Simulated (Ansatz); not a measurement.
**LiCl (P4/mmm) at 2 levels of theory**

One geometry, relaxed with PBE; plane waves with PAW potentials in Ansatz, scalar-relativistic. No spin polarisation. Gaps are the least over mesh and band path; pressure is positive in compression, and isn't given for hybrids.

```cif
data_structure
_symmetry_space_group_name_H-M 'P4/mmm'
_symmetry_Int_Tables_number 123
_cell_length_a 3.4326
_cell_length_b 3.4326
_cell_length_c 5.2864
_cell_angle_alpha 90.000
_cell_angle_beta 90.000
_cell_angle_gamma 90.000
_cell_volume 62.29
loop_
_atom_site_label
_atom_site_type_symbol
_atom_site_symmetry_multiplicity
_atom_site_Wyckoff_symbol
_atom_site_fract_x
_atom_site_fract_y
_atom_site_fract_z
_atom_site_occupancy
Li1 Li 1 a 0.00000 0.00000 0.00000 1
Cl1 Cl 1 c 0.50000 0.50000 0.00000 1
```

```json
{"level": "PBE", "cutoff (eV)": "420", "k mesh": "8×8×4", "gap (eV)": "4.84", "pressure (GPa)": "0.0"}
```

Question: What comes out on the same cell with HSE06?

Answer:
| level | cutoff (eV) | k mesh | gap (eV) | pressure (GPa) |
| --- | --- | --- | --- | --- |
| HSE06 | 420 | 6×6×4 | 6.01 | - |

The cell holds layers, chains or molecules and no dispersion correction was added, so their binding is poorly described.

The cell was found from a structure generator's guess, not taken from experiment.
